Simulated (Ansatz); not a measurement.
An Ansatz input (plane waves, PAW) for IrO2 that has something wrong with it:

```yaml
crystal:
  lattice:
    - [4.540303224, 0.0, 0.0]
    - [0.0, 4.540303224, 0.0]
    - [0.0, 0.0, 3.1821409618]
  atoms:
    - { symbol: Ir, position: [0.0, 0.0, 0.0], spin: 1.0, spin_axis: [0.0, 0.0, 1.0] }
    - { symbol: Ir, position: [0.5, 0.5, 0.5], spin: 1.0, spin_axis: [0.0, 0.0, 1.0] }
    - { symbol: O, position: [0.3081348955, 0.3081348955, 0.0] }
    - { symbol: O, position: [0.1918651045, 0.8081348955, 0.5] }
    - { symbol: O, position: [0.6918651045, 0.6918651045, 0.0] }
    - { symbol: O, position: [0.8081348955, 0.1918651045, 0.5] }
basis:
  ecutwfc: 420
  ecutrho_ratio: 0
kpoints:
  mp_grid: { grid: [6, 6, 10] }
hamiltonian:
  xc: pbe
scf:
  occupations: { method: gaussian, width: 0.05 }
  max_iter: 100
output:
  forces: true
  stress: true
magnetization:
  noncollinear: true
  spin_orbit: true
```

Launched as:
```sh
ansatz run input.yaml --threads 4 --pin off --max-ram 7168MiB --backend cpu --events-out ev --progress --plain --runs-dir out
```

Question: What is wrong with it?

Answer: A density cutoff under the waves'. Against the sound input: basis.ecutrho_ratio: 4 → 0 (the cap on iterations is only a precaution).

What the program printed:

```
Error: invalid value for `basis.ecutrho_ratio`: must be in [1, 1024]; got 0
```

The input was refused before any iteration. It ran for 0.07 s on 4 threads of Arm Neoverse V2, with other jobs on the host, peak memory 0.085 GiB. The run before the change (PBE with spin–orbit coupling, 420 eV, 6×6×10 mesh) gave:

```tsv
run	P (GPa)	gap on the mesh (eV)	cell moment (μB)	largest force component (eV/Å)
sound	0.0	metal	0.00	0.003
```

The two runs also differ in their start: the sound one had the moments 0.05, 0.05, 0.00, 0.00, 0.00, 0.00 μB typed, and went on from the state of an earlier run.

The chain of runs began from a cell as deposited in COD, expanded in volume.

Of that run: The starting moments died out; a magnetic state reached from other starts isn't excluded. Compounds of this kind are often insulators, so the metal found may come from the functional, which lacks a U or exact exchange, or from the structure.
